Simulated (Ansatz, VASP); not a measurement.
## Rh in VASP and in Ansatz

```
Rh
1.0
     0.00000    2.12270    1.55870
     2.12270    0.00000    1.55870
     2.12270    2.12270    0.00000
Rh
1
Direct
  0.00000 0.00000 0.00000
```

Alike in both runs: task single point; functional PBE; k mesh 22 × 22 × 22; occupations gaussian, width 0.15 eV; no spin polarisation.

|  | VASP | Ansatz |
| --- | --- | --- |
| version | VASP 6.6.1 | Ansatz 0.2.0 |
| potentials or method | VASP PAW PBE potentials, release 64 (Rh_pv) | scalar-relativistic, plane waves, PAW |
| plane-wave cutoff (eV) | 520 | 420 |
| valence electrons in the cell | 15 | 17 |

VASP gave:

| Quantity | Value |
| --- | --- |
| gap on the k mesh at the Fermi level (eV) | none |
| pressure (GPa) | 7.2 |
| largest component of the traceless stress (GPa) | 7.59 |

Problem. Estimate Ansatz's values.

Solution. gap on the k mesh at the Fermi level (eV): none; pressure (GPa): 7.3; largest component of the traceless stress (GPa): 7.64.

A gap of «none» marks a metal or a gap that the smearing closes. The two sets of potentials don't hold the same shells in valence.
